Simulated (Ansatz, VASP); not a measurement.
One calculation of MgSe3, two programs

```xyz
4
Lattice="5.6298 0.0000 0.0000 -2.8149 4.8756 0.0000 0.0000 0.0000 3.2403" Properties=species:S:1:pos:R:3 pbc="T T T"
Mg    0.0000    0.0000    0.0000
Se    2.8149    0.0000    1.6201
Se   -1.4075    2.4378    1.6201
Se    1.4075    2.4378    1.6201
```

Alike in both runs: functional PBE; k mesh 6 × 6 × 4; occupations gaussian, width 0.1 eV; no spin polarisation.

Ansatz relaxed the structure, and its values are those at the end. VASP's run is a single point on that final structure, the one shown.

```csv
,VASP,Ansatz
version,VASP 6.6.1,Ansatz 0.2.0
potentials or method,"VASP PAW PBE potentials, release 64 (Mg, Se)","scalar-relativistic, plane waves, PAW"
plane-wave cutoff (eV),520,420
valence electrons in the cell,20,58
```

```csv
,VASP,Ansatz,Ansatz less VASP
gap on the k mesh at the Fermi level (eV),none,none,-
pressure (GPa),0.1,0.2,+0.06
```

A gap of «none» marks a metal or a gap that the smearing closes. With one functional, cell and mesh, what is left measures potentials, basis and numerics. The two sets of potentials don't hold the same shells in valence.

Caveats: the k mesh is coarse (spacing up to 0.48 Å⁻¹), so the values aren't converged.
